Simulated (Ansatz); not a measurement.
The system is Y.

```xyz
3
Lattice="1.8254 1.0539 8.7250 -1.8254 1.0539 8.7250 0.0000 -2.1078 8.7250" Properties=species:S:1:pos:R:3 pbc="T T T"
Y     0.0000    0.0000   20.3870
Y     0.0000    0.0000    5.7879
Y     0.0000    0.0000    0.0000
```

This isn't the form of Y at room conditions, which is hcp.

| Property | Result |
| --- | --- |
| Program | Ansatz 0.2.0 |
| Task | single point |
| Functional | PBE |
| Potentials or basis | Ansatz PAW |
| Cutoff | 420 eV (not typed: the program's choice for these potentials) |
| k mesh | 9 × 9 × 9 |
| Occupations | fermi-dirac, width 0.05 eV |
| Spin | no spin polarisation |

On this cell: pressure -1.1 GPa; largest force 0.081 eV/Å; band gap on the k mesh none (metal or under the smearing width).

The same run follows on a disturbed copy (atoms moved at random, drawn with an rms of 0.05 Å):

```xyz
3
Lattice="1.8254 1.0539 8.7250 -1.8254 1.0539 8.7250 0.0000 -2.1078 8.7250" Properties=species:S:1:pos:R:3 pbc="T T T"
Y     0.0133   -0.0231   20.3672
Y    -0.0222    0.0403    5.8114
Y     0.0444    0.0084   -0.0164
```

Task: What does the disturbed cell give?

Result: The energy (extrapolated to zero smearing) moves by +1.0 meV/atom; pressure -1.1 GPa; largest force 0.102 eV/Å; band gap on the k mesh none (metal or under the smearing width).

Forces in eV/Å, atoms in the order of the input:
```
Y   -0.011  0.058  0.002
Y    0.059 -0.060 -0.058
Y   -0.049  0.002  0.055
```

Stress tensor (GPa, compression positive):
```
-0.98 -0.08  0.00
-0.08 -1.25 -0.01
 0.00 -0.01 -1.18
```
